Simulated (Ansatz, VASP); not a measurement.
**One calculation of V, two programs**

```xyz
1
Lattice="-1.4756 1.4756 1.4756 1.4756 -1.4756 1.4756 1.4756 1.4756 -1.4756" Properties=species:S:1:pos:R:3 pbc="T T T"
V     0.0000    0.0000    0.0000
```

Alike in both runs: functional PBE; dispersion D3(BJ); k mesh 20 × 20 × 20; occupations gaussian, width 0.1 eV; no spin polarisation.

Ansatz relaxed the structure, and its values are those at the end. VASP's run is a single point on that final structure, the one shown.

|  | VASP | Ansatz |
| --- | --- | --- |
| version | VASP 6.6.1 | Ansatz 0.2.0 |
| potentials or method | VASP PAW PBE potentials, release 64 (V_sv) | scalar-relativistic, plane waves, PAW |
| plane-wave cutoff (eV) | 520 | 420 |
| valence electrons in the cell | 13 | 13 |

|  | VASP | Ansatz | Ansatz less VASP |
| --- | --- | --- | --- |
| gap on the k mesh at the Fermi level (eV) | none | none | - |
| pressure (GPa) | 0.3 | 0.0 | -0.35 |

A gap of «none» marks a metal or a gap that the smearing closes.

Caveats: pairwise dispersion overbinds metals, which lowers pressure and volume.
